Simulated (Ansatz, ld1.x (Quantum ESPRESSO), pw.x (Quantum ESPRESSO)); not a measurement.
# cadmium (Cd): one change to the TM potential, in the atom and in the bcc crystal

```json
{"Element": "Cd (Z = 48)", "Generator": "ld1.x (Quantum ESPRESSO) 7.5", "Type": "norm-conserving Troullier–Martins (Kleinman–Bylander form)", "Functional": "PBE", "Relativity": "scalar-relativistic", "Frozen core": "[Kr]", "Valence charge": "12", "Reference configuration": "4d10 5s2 5p0", "Partial waves": "5p (bound, empty): rc 2.80 bohr; 4d (bound): rc 1.65 bohr; 5s (bound): rc 2.00 bohr", "Local potential": "the s channel", "Core correction": "Bessel-smoothed model core, default radius (core density twice the valence density)"}
```

Change: all radii but the core radius scaled by about 1.33 (s 2.66, p 3.74, d 2.20 bohr).

Cutoffs, loose and tight: the cutoffs (Ry, on a coarse ladder) from which the occupation-weighted sum of valence levels, in a spherical-Bessel basis at the reference potential, stays within 10 and 1 mRy of its value at 400 Ry. They do not see the model core or the augmentation charge, which bear on the density cutoff. Test errors are all-electron minus pseudo excitation energies from the reference, over the configurations 4d10 5s1 5p0; 4d10 5s0 5p0; 4d9 5s0 5p0; 4d9 5s2 5p1; 4d10 5s1.5 5p0; 4d10 5s1 5p1; 4d10 5s0 5p1; variants that change the core or the reference have their own tests.

Crystal test: bcc Cd in pw.x 7.5, no spin, 13³ k-points, Fermi–Dirac smearing 0.01 Ry, cutoffs set for each file from its atomic test. The reference is all-electron LAPW (Ansatz 0.2.0) with the same functional, mesh and smearing; V0 and B0 come from Birch–Murnaghan fits to the pressures at five volumes. Errors are pseudo minus all-electron; Δ is the rms difference of the E(V) curves that follow from these fits, minima aligned, over ±6 % about the mean V0. Mesh and smearing are coarse, so the numbers serve the comparison and aren't converged zero-temperature values; the lattice is a test structure that the element need not adopt.

All-electron: a0 = 3.603 Å (V0 = 23.38 Å³/atom), B0 = 37.4 GPa.

Q: Does the change bring the crystal closer to the all-electron result?

A: The mean pressure error goes from +0.99 to +0.77 GPa, so the change moves the solid closer to the all-electron pressures.

```json
{"quantity": "outcome (atom)", "base": "generated", "changed": "generated"}
{"quantity": "cutoff, loose (atom)", "base": "70 Ry", "changed": "50 Ry"}
{"quantity": "cutoff, tight (atom)", "base": "110 Ry", "changed": "90 Ry"}
{"quantity": "bound ghosts (atom)", "base": "none", "changed": "none"}
{"quantity": "largest test error (meV) (atom)", "base": "-233", "changed": "-295"}
{"quantity": "cutoffs in pw.x (Ry)", "base": "135/540", "changed": "110/440"}
{"quantity": "a0 (Å)", "base": "3.634", "changed": "3.627"}
{"quantity": "a0 error (%)", "base": "+0.86", "changed": "+0.66"}
{"quantity": "B0 error (%)", "base": "-4.3", "changed": "-2.7"}
{"quantity": "Δ (meV/atom)", "base": "4.9", "changed": "3.8"}
{"quantity": "mean pressure error (GPa)", "base": "+0.99", "changed": "+0.77"}
```

Base: This is a poor potential for the solid. Changed file: The largest radius (3.74 bohr) exceeds half the bond length (2.95 bohr), so the spheres overlap, which is one possible source of error among others. This is a poor potential for the solid. The atomic cutoffs weigh occupied waves only.
